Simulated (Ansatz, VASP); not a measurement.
Fe in VASP and in Ansatz

```
Fe
1.0
     0.00000    1.73788    1.73788
     1.73788    0.00000    1.73788
     1.73788    1.73788    0.00000
Fe
1
Direct
  0.00000 0.00000 0.00000
```

Alike in both runs: functional RPBE; k mesh 15 × 15 × 15; occupations fermi-dirac, width 0.1 eV; no spin polarisation.

Ansatz relaxed the structure, and its values are those at the end. VASP's run is a single point on that final structure, the one shown.

```csv
,VASP,Ansatz
version,VASP 6.6.1,Ansatz 0.2.0
potentials or method,"VASP PAW PBE potentials, release 64 (Fe)","plane waves (420 eV) with PAW, scalar-relativistic"
plane-wave cutoff (eV),520,420
valence electrons in the cell,8,16
```

Ansatz gave:

```
pressure (GPa) : 0.0
```

Task: What did VASP give for the same quantities?

Result: Pressure (GPa): -0.5.

With one functional, cell and mesh, what is left measures potentials, basis and numerics. The two sets of potentials don't hold the same shells in valence.

Caveats: the PAW data sets were made with another functional, which shifts forces and pressure a little (VASP); the run has no spin polarisation, though such a crystal can be magnetic. Spin polarisation is off, so any magnetic state and its effect on volume and gap are missing.
